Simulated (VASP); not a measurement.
# Ge: single point with revPBE

Crystal: Ge.

```
Ge
1.0
     3.08559    0.00000    0.00000
    -1.54279    2.67220    0.00000
     0.00000    0.00000    4.77982
Ge
2
Direct
  0.33333 0.66667 0.25000
  0.66667 0.33333 0.75000
```

This isn't the form of Ge at room conditions, which is diamond.

- Program: VASP 6.6.1
- Task: single point
- Functional: revPBE
- Potentials or basis: VASP PAW PBE potentials, release 64 (Ge_d)
- Cutoff: 520 eV
- k mesh: 19 × 19 × 11
- Occupations: fermi-dirac, width 0.1 eV
- Spin: no spin polarisation
- Dipole correction: no
- Further INCAR settings: ALGO = Fast; EDIFF = 1e-06; NBANDS = 21

- Pressure: 0.1 GPa
- Band gap on the k mesh: none (metal or under the smearing width)

Stress tensor (GPa, compression positive):
```
-0.75  0.00  0.00
 0.00 -0.75  0.00
 0.00  0.00  1.94
```

Levels at points of the mesh, in eV from the Fermi level:
```
           k point  band 11  band 12  band 13  band 14  band 15  band 16  band 17  band 18
(0.00, 0.00, 0.00)   -12.81    -7.17    -5.10     5.83     5.83     7.87     7.87     9.56
```

It took 92 s on 1 thread of Intel(R) Xeon(R) Platinum 8488C (Sapphire Rapids), with other jobs on the host, peak memory 0.26 GiB.

Caveat: the PAW data sets were made with another functional, which shifts forces and pressure a little.
